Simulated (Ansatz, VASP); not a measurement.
**One calculation of Sr2O, two programs**

```xyz
6
Lattice="5.8224 0.0000 0.0000 0.0000 5.8224 0.0000 0.0000 0.0000 4.1054" Properties=species:S:1:pos:R:3 pbc="T T T"
Sr    4.0252    4.0252    0.0000
Sr    4.7083    1.1140    2.0527
Sr    1.7972    1.7972    0.0000
Sr    1.1140    4.7083    2.0527
O     2.9112    2.9112    2.0527
O     0.0000    0.0000    0.0000
```

Change from the starting cell: species swapped into the IrO2 type (P4_2/mnm, No. 136).

Alike in both runs: task relaxation of cell and atoms; functional PBE; k mesh 4 × 4 × 4; occupations gaussian, width 0.1 eV; no spin polarisation.

|  | VASP | Ansatz |
| --- | --- | --- |
| version | VASP 6.6.1 | Ansatz 0.2.0 |
| potentials or method | VASP PAW PBE potentials, release 64 (Sr_sv, O) | scalar-relativistic, plane waves, PAW |
| plane-wave cutoff (eV) | 600 | 420 |
| valence electrons in the cell | 52 | 52 |

|  | VASP | Ansatz | Ansatz less VASP |
| --- | --- | --- | --- |
| gap on the k mesh at the Fermi level, each at its own relaxed structure (eV) | none | none | - |
| relaxed volume (Å³/atom) | 26.59 | 26.62 | +0.030 |
| relaxed cell length with the largest relative difference (Å) | 3.771 | 3.741 | -0.0304 |
| energy change over the relaxation (meV/atom) | -202 | -199 | +3.0 |

A gap of «none» marks a metal or a gap that the smearing closes.

Caveats: the k mesh is coarse (spacing up to 0.38 Å⁻¹), so the values aren't converged.
